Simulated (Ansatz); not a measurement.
Ansatz results at the PBE0-D4/def2-TZVP geometry: HOMO energy (PBE0/def2-TZVPP) -7.35 eV; size of the dipole moment (PBE/def2-TZVPP) 3.10 D; HOMO–LUMO gap (PBE/def2-TZVPP) 3.00 eV.

Each molecule was computed in one conformer, which needn't be the lowest.

**Question.** Which molecule gave them?
A. `F[CH]1[O][GeH2]1`
B. `C=CC(C)=O`
C. `C=C=CCO`
D. `C1=COCC1`

**Answer.** B. The others give `F[CH]1[O][GeH2]1`: -7.25, 2.46, 4.12; `C1=COCC1`: -6.12, 1.07, 4.74; `C=C=CCO`: -7.52, 1.42, 5.27.
